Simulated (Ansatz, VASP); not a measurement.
**Pt: VASP beside Ansatz**

```
CELL_PARAMETERS angstrom
5.61433 0.00000 0.00000
0.00000 5.61433 0.00000
0.00000 0.00000 19.35138
ATOMIC_POSITIONS crystal
Pt 0.25000 0.25000 0.20670
Pt 0.25000 0.75000 0.20670
Pt 0.75000 0.25000 0.20670
Pt 0.75000 0.75000 0.20670
Pt 0.00000 0.00000 0.30625
Pt 0.00000 0.50000 0.30625
Pt 0.50000 0.00000 0.30625
Pt 0.50000 0.50000 0.30625
Pt 0.25000 0.25000 0.40573
Pt 0.25000 0.75000 0.40573
Pt 0.75000 0.25000 0.40573
Pt 0.75000 0.75000 0.40573
```

Alike in both runs: task single point; functional PBE; k mesh 5 × 5 × 1; occupations gaussian, width 0.1 eV; no spin polarisation.

```csv
,VASP,Ansatz
version,VASP 6.6.1,Ansatz 0.2.0
potentials or method,"VASP PAW PBE potentials, release 64 (Pt)","scalar-relativistic, plane waves, PAW"
plane-wave cutoff (eV),520,420
valence electrons in the cell,120,216
```

Ansatz gave:

```
gap on the k mesh at the Fermi level (eV) : none
rms of the force components (eV/Å)        : 0.007
```

**Question.** Estimate VASP's values.

**Answer.** gap on the k mesh at the Fermi level (eV): none; rms of the force components (eV/Å): 0.004.

Atom by atom the forces differ by 0.009 eV/Å (rms over components). A gap of «none» marks a metal or a gap that the smearing closes. The functional is the same, so the differences come from potentials, cutoffs and numerics. The two sets of potentials don't hold the same shells in valence. Ansatz warned: «xc_potential_rough_in_thin_density».

Spin-orbit coupling is left out, which matters for the levels of Pt.
